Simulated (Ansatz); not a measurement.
TiAl: a film clamped to a substrate

All numbers below come from Ansatz, DFT PBEsol, scalar-relativistic, plane waves, PAW. Settings: plane waves to 420 eV, k-mesh 24×24×14 (Γ-centred), Gaussian smearing 0.15 eV. No spin polarisation. Energies are free energies at this smearing, counted from the undisturbed cell; pressure is positive in compression.

Zero of the scan (relaxed at this level; it needn't be the usual structure):

```
CELL_PARAMETERS angstrom
2.84782 0.00000 0.00000
-1.42391 2.46629 0.00000
0.00000 0.00000 4.61994
ATOMIC_POSITIONS crystal
Ti 0.00000 0.00000 0.00000
Al 0.33333 0.66667 0.50000
```

The cell (2 atoms, V0 = 32.45 Å³) is strained by p along both x and y and by q along z, fractional coordinates fixed. τp = (1/V0) ∂E/∂p = (σxx + σyy)(1 + p)(1 + q) and τq = (1/V0) ∂E/∂q = σzz(1 + p)², with tension positive.

```
     p q  ΔE (meV/atom)  τp (GPa)  τq (GPa)
 0.000   0.000           0.00     -0.19      0.13
-0.040   0.000          45.35    -23.49     -5.39
 0.040   0.000          35.49     16.85      5.56
 0.000  -0.040          20.04     -6.66    -10.37
 0.000   0.040          18.38      4.62      8.63
```

**Question.** Get the second derivatives of the energy density.

**Answer.** Central differences give A = ∂τp/∂p = 504 GPa (C11 + C22 + 2 C12), C = ∂τq/∂q = 237 GPa (C33) and the cross term B = ∂τq/∂p = 137 GPa (C13 + C23); ∂τp/∂q = 141 GPa must equal B, and any difference shows higher-order terms. Steps this large leave an error of some per cent of A or C in all of these, which can swamp a small B. The ions are clamped.

**Question.** A film of this crystal grows with z along the normal on a substrate that imposes p. How does its thickness respond, and what does the misfit cost?

**Answer.** Count p and q from the stress-free cell. A free surface needs τq = 0, so q = −(B/C) p = -0.58 p. The energy density left is (A − B²/C) p²/2 = M p², with the biaxial modulus M = 213 GPa; a misfit of 1 % costs 2.15 meV/atom, against 2.55 meV/atom if the thickness were held.

At p = 0.080 the energies along q are 112.1 (q = -0.080), 103.2 (q = -0.040), 130.4 (q = 0.000), 185.4 (q = 0.040), 261.8 (q = 0.080) meV/atom.

**Question.** Does the linear rule hold at this misfit?

**Answer.** A parabola through the lowest point and its neighbours has its minimum at q = -0.050, 102.1 meV/atom. With the stress left in the starting cell, τp0 and τq0, linear elasticity gives q = −(τq0 + Bp)/C = -0.047 and E = V0(τp0 p + τq0 q + Ap²/2 + Bpq + Cq²/2)/N = 135.7 meV/atom. The energies differ by more than a tenth, so the quadratic law fails here: the gap holds the anharmonic part, with some error from the wide steps. Cubic terms also shift the vertex of so wide a parabola.

In a metal these slopes depend on the k mesh and the smearing.

The film thins when stretched in the plane because the inclined Ti-Al contacts between layers lengthen, and drawing the layers together partly restores them. The contraction is far too small to conserve volume, so the tensile film is also dilated.

At the large misfit, the thickness rule survives much better than the energy rule: the minimum lies at -0.050 against a predicted -0.047, while the energy is 102.1 rather than 135.7 meV/atom. Most of the shortfall is already present at fixed thickness, so it comes mainly from in-plane softening. This is the usual asymmetry of metallic cohesion, with repulsion rising steeply on compression and bonding weakening on extension. The smaller scan shows it too, at 45.35 against 35.49 meV/atom, so compressive misfit should cost more than the harmonic estimate.

Clamping the ions loses nothing here, since symmetry fixes both sites under these strains. The cell is an ordered hexagonal stacking, however, whereas γ-TiAl is tetragonal L1₀, so these moduli should not be transferred to γ-TiAl films.
